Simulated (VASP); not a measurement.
A run of VASP 6.6.1 is set up as follows.

POSCAR

```
ZnS
1.0
    0.0000000000      2.7020000000      2.7020000000
    2.7020000000      0.0000000000      2.7020000000
    2.7020000000      2.7020000000      0.0000000000
Zn S
1 1
Direct
    0.7500000000      0.7500000000      0.7500000000
    0.0000000000      0.0000000000      0.0000000000
```

The input INCAR.step1:

```
SYSTEM = ZnS
ALGO     = Normal         ! electronic algorithm
EDIFF    = 1E-6           ! SCF threshold, eV
ENCUT    = 900            ! plane-wave cutoff, eV
GGA      = PE             ! functional
ISIF     = 2              ! what is computed and relaxed
ISMEAR   = -1             ! smearing method
LASPH    = .TRUE.         ! aspherical terms in the spheres
LCHARG   = .TRUE.         ! write CHGCAR
LREAL    = .FALSE.        ! projectors in reciprocal space
LWAVE    = .FALSE.        ! write WAVECAR
NBANDS   = 16             ! bands
NELM     = 60             ! most SCF steps
PREC     = Accurate       ! precision mode
SIGMA    = 0.05           ! smearing width, eV
```

KPOINTS.step1

```
k-points
0
G
  9 9 9
  0 0 0
```

INCAR.step2

```
SYSTEM = ZnS
ALGO     = Normal         ! electronic algorithm
EDIFF    = 1E-6           ! SCF threshold, eV
ENCUT    = 900            ! plane-wave cutoff, eV
GGA      = PE             ! functional
ICHARG   = 11             ! starting density
ISIF     = 2              ! what is computed and relaxed
ISMEAR   = 0              ! smearing method
LASPH    = .TRUE.         ! aspherical terms in the spheres
LCHARG   = .FALSE.        ! write CHGCAR
LREAL    = .FALSE.        ! projectors in reciprocal space
LWAVE    = .FALSE.        ! write WAVECAR
NBANDS   = 16             ! bands
NELM     = 60             ! most SCF steps
PREC     = Accurate       ! precision mode
SIGMA    = 0.05           ! smearing width, eV
```

KPOINTS.step2

```
path GXWKGLUWLK,UX
15
line-mode
reciprocal
 0.0000000000  0.0000000000  0.0000000000  G
 0.5000000000  0.0000000000  0.5000000000  X

 0.5000000000  0.0000000000  0.5000000000  X
 0.5000000000  0.2500000000  0.7500000000  W

 0.5000000000  0.2500000000  0.7500000000  W
 0.3750000000  0.3750000000  0.7500000000  K

 0.3750000000  0.3750000000  0.7500000000  K
 0.0000000000  0.0000000000  0.0000000000  G

 0.0000000000  0.0000000000  0.0000000000  G
 0.5000000000  0.5000000000  0.5000000000  L

 0.5000000000  0.5000000000  0.5000000000  L
 0.6250000000  0.2500000000  0.6250000000  U

 0.6250000000  0.2500000000  0.6250000000  U
 0.5000000000  0.2500000000  0.7500000000  W

 0.5000000000  0.2500000000  0.7500000000  W
 0.5000000000  0.5000000000  0.5000000000  L

 0.5000000000  0.5000000000  0.5000000000  L
 0.3750000000  0.3750000000  0.7500000000  K

 0.6250000000  0.2500000000  0.6250000000  U
 0.5000000000  0.0000000000  0.5000000000  X
```

Potentials or basis: VASP PAW PBE potentials, release 64 (Zn, S_h).

Launch:

```console
$ cat potpaw_PBE.64/Zn/POTCAR potpaw_PBE.64/S_h/POTCAR > POTCAR
$ cp INCAR.step1 INCAR
$ cp KPOINTS.step1 KPOINTS
$ mpirun -np 1 vasp_std > vasp.out
$ cp INCAR.step2 INCAR
$ cp KPOINTS.step2 KPOINTS
$ mpirun -np 1 vasp_std > vasp.out
```

Q: Predict the band gap along the path.

A: 2.11 eV, direct.

Q: Predict the band gap on the k mesh.

A: 2.11 eV, direct.

Levels at the corners of the path, in eV from the valence-band top:
```tsv
point	band 7	band 8	band 9	band 10	band 11	band 12
Γ	0.00	0.00	0.00	2.11	6.38	6.38
X	-4.56	-2.22	-2.22	3.40	4.07	10.98
X	-4.56	-2.22	-2.22	3.40	4.07	10.98
W	-4.59	-2.75	-2.71	5.70	6.03	7.87
W	-4.59	-2.75	-2.71	5.70	6.03	7.87
K	-4.62	-3.11	-1.80	4.13	5.96	9.38
K	-4.62	-3.11	-1.80	4.13	5.96	9.38
Γ	0.00	0.00	0.00	2.11	6.38	6.38
Γ	0.00	0.00	0.00	2.11	6.38	6.38
L	-5.29	-0.87	-0.87	3.31	6.91	6.91
L	-5.29	-0.87	-0.87	3.31	6.91	6.91
U	-4.62	-3.11	-1.80	4.13	5.96	9.38
U	-4.62	-3.11	-1.80	4.13	5.96	9.38
W	-4.59	-2.75	-2.71	5.70	6.03	7.87
W	-4.59	-2.75	-2.71	5.70	6.03	7.87
L	-5.29	-0.87	-0.87	3.31	6.91	6.91
L	-5.29	-0.87	-0.87	3.31	6.91	6.91
K	-4.62	-3.11	-1.80	4.13	5.96	9.38
U	-4.62	-3.11	-1.80	4.13	5.96	9.38
X	-4.56	-2.22	-2.22	3.40	4.07	10.98
```

Caveat: the log is that of the step along the path at fixed density, whose energy, stress, charges and moments have no meaning.

**Measured values to compare with.**

“Electronic, vibrational, and thermodynamic properties of ZnS (zincblende and rocksalt structure)”, 2009, arxiv:0911.5022 quotes, for a bulk crystal of ZnS at 19 K: band gap 3.85 eV (direct).

A measured gap of ZnS is 3.85 eV (direct; 19 K; quoted in “Electronic, vibrational, and thermodynamic properties of ZnS (zincblende and rocksalt structure)”, 2009, arxiv:0911.5022); the calculated 2.11 eV misses it by -1.74 eV. The value is that of PBE, without temperature or zero-point motion. Semilocal functionals fall short of measured gaps as a rule.
